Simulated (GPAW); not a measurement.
Crystal: ZrC.

```
Zr C
1.0
     0.00000    2.36500    2.36500
     2.36500    0.00000    2.36500
     2.36500    2.36500    0.00000
Zr C
1 1
Direct
  0.50000 0.50000 0.50000
  0.00000 0.00000 0.00000
```

```yaml
Program: GPAW 26.7.0
Task: single point
Functional: PBE
Potentials_or_basis: GPAW PAW data sets (gpaw-data 1.2.1)
Cutoff: 800 eV
Basis: pw
k_mesh: 10 × 10 × 10
Occupations: fermi-dirac, width 0.05 eV
Spin: no spin polarisation
```

On this cell: pressure -3.8 GPa; largest force zero by symmetry; band gap on the k mesh none (metal or under the smearing width).

The same run follows on a disturbed copy (atoms moved at random, drawn with an rms of 0.05 Å):

```
CELL_PARAMETERS angstrom
0.00000 2.36500 2.36500
2.36500 0.00000 2.36500
2.36500 2.36500 0.00000
ATOMIC_POSITIONS crystal
Zr 0.49014 0.49591 0.50642
C 0.98906 0.99528 0.02158
```

What does the disturbed cell give?

The energy (extrapolated to zero smearing) moves by +3.8 meV/atom; pressure -3.7 GPa; largest force 0.305 eV/Å; band gap on the k mesh none (metal or under the smearing width).

Forces on the atoms (eV/Å):
```
Zr   0.218  0.211 -0.026
C   -0.218 -0.211  0.026
```

Stress tensor (GPa, compression positive):
```
-3.57 -0.14  0.02
-0.14 -3.59  0.02
 0.02  0.02 -3.83
```
